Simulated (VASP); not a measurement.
# Rb (I4/mmm) in VASP: notebook, part 2 of 2

VASP 6.6.1. Earlier steps stand in the parts before.

### 3 Hyperfine couplings, PBE+D3(BJ), collinear spin, random start (volume scaled by 1.08)

INCAR

```
PREC = Accurate
ENCUT = 520
EDIFF = 1E-6
ISMEAR = 1
SIGMA = 0.1
LREAL = F
LASPH = T
NELM = 60
ALGO = Fast
ISIF = 2
LWAVE = F
LCHARG = F
ISPIN = 2
MAGMOM = 0.03
LORBIT = 11
NUPDOWN = 1
GGA = PE
IVDW = 12
LHYPERFINE = T
```

KPOINTS

```
Automatic mesh
0
Gamma
  7 7 7
```

POSCAR

```
Rb
1.0
   -3.0312865304      3.0312865304      2.8018077590
    3.0312865304     -3.0312865304      2.8018077590
    3.0312865304      3.0312865304     -2.8018077590
Rb
1
Direct
    0.0000000000      0.0000000000      0.0000000000
```

Potentials or basis: VASP PAW PBE potentials, release 64 (Rb_sv).

Command:

```sh
cat potpaw_PBE.64/Rb_sv/POTCAR > POTCAR
mpirun -np 1 vasp_std > vasp.out
```

OUTCAR:

```text
PREC = Accurate
   ENCUT = 520
   EDIFF = 1E-6
   ISMEAR = 1
   LREAL = F
   LASPH = T
   NELM = 60
   ISIF = 2
   ISPIN = 2
   LORBIT = 11
   NUPDOWN = 1
   GGA = PE
   IVDW = 12
 IVDW          = 12

 ion  position               nearest neighbor table
   1  0.000  0.000  0.000-

  LATTYP: Found a body centered tetragonal cell.
 ALAT       =     6.0625730608
 C/A-ratio  =     0.9242965754

  Lattice vectors:

[... 808 lines left out ...]
 -------------------------------------------------------------
  ion      A_pw      A_1PS     A_1AE     A_1c      A_tot
 -------------------------------------------------------------
   1       1.986     1.885   139.929     0.704   140.030
 -------------------------------------------------------------

 Dipolar hyperfine coupling parameters (MHz)
 ---------------------------------------------------------------------
  ion      A_xx      A_yy      A_zz      A_xy      A_xz      A_yz
 ---------------------------------------------------------------------
   1       0.133     0.133    -0.265    -0.000     0.000     0.000
 ---------------------------------------------------------------------

 Total hyperfine coupling parameters after diagonalization (MHz)
 (convention: |A_zz| > |A_xx| > |A_yy|)
 ----------------------------------------------------------------------
  ion      A_xx      A_yy      A_zz     asymmetry (A_yy - A_xx)/ A_zz
 ----------------------------------------------------------------------
   1     140.163   139.765   140.163      -0.003
 ---------------------------------------------------------------------

--------------------------------------------------------------------------------------------------------

 total charge

# of ion       s       p       d       tot
------------------------------------------
    1        1.952   5.331   0.009   7.293

 magnetization (x)

# of ion       s       p       d       tot
------------------------------------------
    1        0.024   0.024   0.009   0.058

=======================================================================
```

Wall time 95 s (1 thread of Intel Xeon Platinum 8559C (Emerald Rapids), shared host); peak memory 0.3 GiB.

Results:

| Quantity | Value |
| --- | --- |
| Free energy | -0.6205 eV |
| Pressure | -0.2 GPa |
| Net moment | 1.00 μB per cell |
| Site moments | Rb +0.06 μB |
| Valence electrons inside the program's atomic spheres | Rb 7.29 |
| Dispersion energy per atom | -0.090 eV |

Hyperfine coupling, principal values (MHz):
| atom | values |
| --- | --- |
| 1 Rb | 140.2, 139.8, 140.2 |

Caveat: the total moment is fixed, so each spin has its own Fermi level.

### 4 Band structure, revPBE (volume scaled by 0.96)

run.py

```python
from ase.calculators.vasp import Vasp
from ase.dft.bandgap import bandgap
from ase.io import read

atoms = read('Rb.cif')
calc = Vasp(
    directory='calc',
    xc='revpbe',
    pp='PBE',
    setups='recommended',
    prec='Accurate',
    encut=520,
    ediff=1e-06,
    ismear=1,
    sigma=0.1,
    lreal=False,
    lasph=True,
    nelm=80,
    algo='Fast',
    isif=2,
    lwave=False,
    lcharg=True,
    kpts=[7, 7, 7],
    gamma=True,
)
atoms.calc = calc

print('energy (eV):', atoms.get_potential_energy())
print('free energy (eV):', atoms.get_potential_energy(force_consistent=True))
efermi = calc.get_fermi_level()
print('Fermi level (eV):', efermi)
path = atoms.cell.bandpath(npoints=60, eps=1e-4)
print('path:', path.path)
calc.set(kpts=path.kpts, reciprocal=True, icharg=11, isym=0, lcharg=False)
calc.calculate(atoms)
print('gap on the path (eV):', bandgap(calc, efermi=efermi)[0])
print('direct gap on the path (eV):', bandgap(calc, efermi=efermi, direct=True)[0])
```

Rb.cif

```cif
data_Rb
_cell_length_a 4.92411056
_cell_length_b 4.92411056
_cell_length_c 4.92411056
_cell_angle_alpha 107.41608901
_cell_angle_beta 107.41608901
_cell_angle_gamma 113.66463534
_space_group_name_H-M_alt 'P1'
_space_group_name_Hall 'P 1'
_space_group_IT_number 1
loop_
_space_group_symop_operation_xyz
'x,y,z'
loop_
_atom_site_label
_atom_site_type_symbol
_atom_site_symmetry_multiplicity
_atom_site_Wyckoff_symbol
_atom_site_fract_x
_atom_site_fract_y
_atom_site_fract_z
_atom_site_occupancy
Rb1 Rb 1 a 0.0000000000 0.0000000000 0.0000000000 1
```

Command:

```sh
python run.py
```

Run time: 42 s. Hardware: 1 thread of Intel Xeon Platinum 8559C (Emerald Rapids), shared host; peak memory 0.23 GiB.

The run converged. Its results:

```
Band gap along the path : none (metal or under the smearing width)
```

Levels at the corners of the path, in eV from the Fermi level:
| point | band 2 | band 3 | band 4 | band 5 | band 6 | band 7 |
| --- | --- | --- | --- | --- | --- | --- |
| Γ | -13.00 | -13.00 | -13.00 | -1.95 | 3.46 | 3.88 |
| X | -13.10 | -13.03 | -13.00 | 0.17 | 0.63 | 2.91 |
| M | -13.07 | -13.07 | -13.06 | 1.14 | 1.35 | 2.99 |
| Γ | -13.00 | -13.00 | -13.00 | -1.95 | 3.46 | 3.88 |
| Z | -13.07 | -13.07 | -13.06 | 1.17 | 1.32 | 2.98 |
| P | -13.05 | -13.05 | -13.05 | 1.26 | 1.26 | 1.35 |
| N | -13.09 | -13.04 | -13.01 | 0.31 | 0.82 | 2.48 |
| Z1 | -13.07 | -13.07 | -13.06 | 1.17 | 1.32 | 2.98 |
| M | -13.07 | -13.07 | -13.06 | 1.14 | 1.35 | 2.99 |
| X | -13.10 | -13.03 | -13.00 | 0.17 | 0.63 | 2.91 |
| P | -13.05 | -13.05 | -13.05 | 1.26 | 1.26 | 1.35 |

Caveat: the log is that of the step along the path at fixed density, whose energy, stress, charges and moments have no meaning; the PAW data sets were made with another functional, which shifts forces and pressure a little.

### 5 Band structure, LDA (cell strained at random at fixed volume)

Changes to run.py since step 4:

```diff
@@ -7,5 +7,5 @@
     directory='calc',
-    xc='revpbe',
-    pp='PBE',
-    setups='recommended',
+    xc='lda',
+    pp='LDA',
+    setups='materialsproject',
     prec='Accurate',
@@ -14,7 +14,7 @@
     ismear=1,
-    sigma=0.1,
+    sigma=0.02,
     lreal=False,
     lasph=True,
-    nelm=80,
-    algo='Fast',
+    nelm=100,
+    algo='Normal',
     isif=2,
@@ -22,3 +22,3 @@
     lcharg=True,
-    kpts=[7, 7, 7],
+    kpts=[2, 2, 2],
     gamma=True,
@@ -31,3 +31,3 @@
 print('Fermi level (eV):', efermi)
-path = atoms.cell.bandpath(npoints=60, eps=1e-4)
+path = atoms.cell.bandpath(npoints=40, eps=1e-4)
 print('path:', path.path)
```

Rb.cif

```cif
data_Rb
_cell_length_a 4.97721463
_cell_length_b 4.97893594
_cell_length_c 5.01457877
_cell_angle_alpha 105.43854157
_cell_angle_beta 108.11725071
_cell_angle_gamma 114.69226353
_space_group_name_H-M_alt 'P1'
_space_group_name_Hall 'P 1'
_space_group_IT_number 1
loop_
_space_group_symop_operation_xyz
'x,y,z'
loop_
_atom_site_label
_atom_site_type_symbol
_atom_site_symmetry_multiplicity
_atom_site_Wyckoff_symbol
_atom_site_fract_x
_atom_site_fract_y
_atom_site_fract_z
_atom_site_occupancy
Rb1 Rb 1 a 0.0010540000 0.0008070000 0.0059280000 1
```

Potentials or basis: VASP PAW LDA potentials, release 64 (Rb_sv).

Command:

```sh
python run.py
```

Run time: 45 s. Hardware: 1 thread of AMD EPYC 7R13 (Zen 3), shared host; peak memory 0.15 GiB.

These settings aren't checked as converged (typed here: ISMEAR = 1; SIGMA = 0.02; k = 2 × 2 × 2): the numbers below hold their error.

What came out:

```yaml
Band_gap_along_the_path: none (metal or under the smearing width)
```

Caveat: the k mesh is coarse (spacing up to 0.79 Å⁻¹), so the values aren't converged; the log is that of the step along the path at fixed density, whose energy, stress, charges and moments have no meaning.

### 6 The reference run

An earlier run on the cell as given: functional PBE; potentials or basis VASP PAW PBE potentials, release 64 (Rb_sv); cutoff 520 eV; k mesh 7 × 7 × 7; occupations fermi-dirac, width 0.05 eV; no spin polarisation.

- Pressure: -0.1 GPa
- Band gap on the k mesh: none (metal or under the smearing width)

### 7 The runs side by side

```csv
task,level,spin,fixed moment (μB),cell,smearing,pressure (GPa)
hyperfine couplings,PBE+D3(BJ),"collinear, random start",1,volume scaled by 1.08,methfessel-paxton 0.1 eV,-0.2
band structure,revPBE,off,-,volume scaled by 0.96,methfessel-paxton 0.1 eV,-
single point,PBE,off,-,as given,fermi-dirac 0.05 eV,-0.1
```

Alike in all rows: potentials or basis VASP PAW PBE potentials, release 64 (Rb_sv); k mesh 7 × 7 × 7; cutoff (eV) 520.

Caveats: the total moment is fixed, so each spin has its own Fermi level (some runs); the PAW data sets were made with another functional, which shifts forces and pressure a little (some runs).

Total energies depend on the potentials used, so only differences within one code and one set of settings carry meaning.
